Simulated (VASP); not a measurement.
Runs of VASP 6.6.1 on TlBr. The structure is cubic, space group Pm-3m (No. 221). The conventional cell has a = 3.300 Å, b = 3.300 Å, c = 3.300 Å, α = 90.00°, β = 90.00°, γ = 90.00°. Tl (site symmetry m-3m) is surrounded by 8 Br at 2.86 Å. Around Br (site symmetry m-3m) lie 8 Tl at 2.86 Å. The cell was built by a generator and needn't be a form met in nature.

```csv
task,level,cell,k mesh,cutoff (eV),smearing,exchange at q = 0,grid for exact exchange (PRECFOCK),screening parameter,gap on the mesh (eV),pressure (GPa)
relaxation of cell and atoms,PBE,relaxed,8 × 8 × 8,600,fermi-dirac 0.02 eV,-,-,-,1.99,0.0
single point,HSE06,"Pm-3m, 31.88 Å³/atom",4 × 4 × 4,520,gaussian 0.01 eV,truncated,Normal,0.2079 1/A,(b),0.7
single point,PBE,"Pm-3m, 33.27 Å³/atom",8 × 8 × 8,520,fermi-dirac 0.02 eV,-,-,-,2.00,0.0
single point,PBE,"Pm-3m, 31.88 Å³/atom",6 × 6 × 6,520,fermi-dirac 0.02 eV,-,-,-,(a),0.9
```

Alike in all rows: potentials or basis VASP PAW PBE potentials, release 64 (Tl_d, Br); no spin polarisation.

**Question.** Fill in the values left out.

**Answer.** (a) 1.89; (b) 2.59.

Caveats: spin-orbit coupling is left out, which as a rule narrows the gap of such compounds by several tenths of an eV; the volume moved by over 15 % at a fixed basis, so the end points are rough (some runs); the PAW data sets were made with another functional, which shifts forces and pressure a little (some runs).

A k mesh can miss the band edges, and the runs leave out spin-orbit coupling on Br, Tl.
